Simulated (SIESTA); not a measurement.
# TiB2 under changes of volume

One of the cells (8.723 Å³/atom); the others are scaled copies at fixed shape and fractional positions:

```xyz
3
Lattice="3.0493 0.0000 0.0000 -1.5246 2.6407 0.0000 0.0000 0.0000 3.2498" Properties=species:S:1:pos:R:3 pbc="T T T"
Ti    0.0000    0.0000    0.0000
B     1.5246    0.8802    1.6249
B     0.0000    1.7605    1.6249
```

```yaml
Program: SIESTA 5.4.2
Functional: PBEsol
Potentials_or_basis: PseudoDojo 0.4 standard (PBEsol files)
Basis: DZP (energy shift 0.003 Ry; two zetas on semicore shells)
Grid_cutoff: 800 Ry
Energy_shift: 0.003 Ry
k_mesh: 10 × 10 × 8
Occupations: fermi-dirac, width 0.05 eV
Spin: no spin polarisation
```

```tsv
volume (Å³/atom)	energy over the lowest point (meV/atom)	pressure (GPa)
8.039	19.03	15.1
8.210	6.32	8.8
8.381	0.00	3.1
8.723	4.46	-7.0
8.894	14.22	-11.2
9.065	?	?
```

Question: What does the run at 9.065 Å³/atom give?

Answer: Energy over the lowest point 28.41 meV/atom; pressure -15.2 GPa.

Worked out: A Birch-Murnaghan fit of order 3 (a polynomial in V^(-2/3)) to the other rows has its minimum at 8.48 Å³/atom with B0 = V·E''(V) = 258 GPa and B' = 3.5 at fixed shape and positions, which overstates the stiffness. It gives 28.44 meV/atom at 9.065 Å³/atom, against the run's 28.41, and -dE/dV = -15.3 GPa, against -15.2.

Energies are extrapolated to zero smearing.

Caveats: the basis of atomic orbitals isn't converged, which shifts pressures, moduli and gaps.
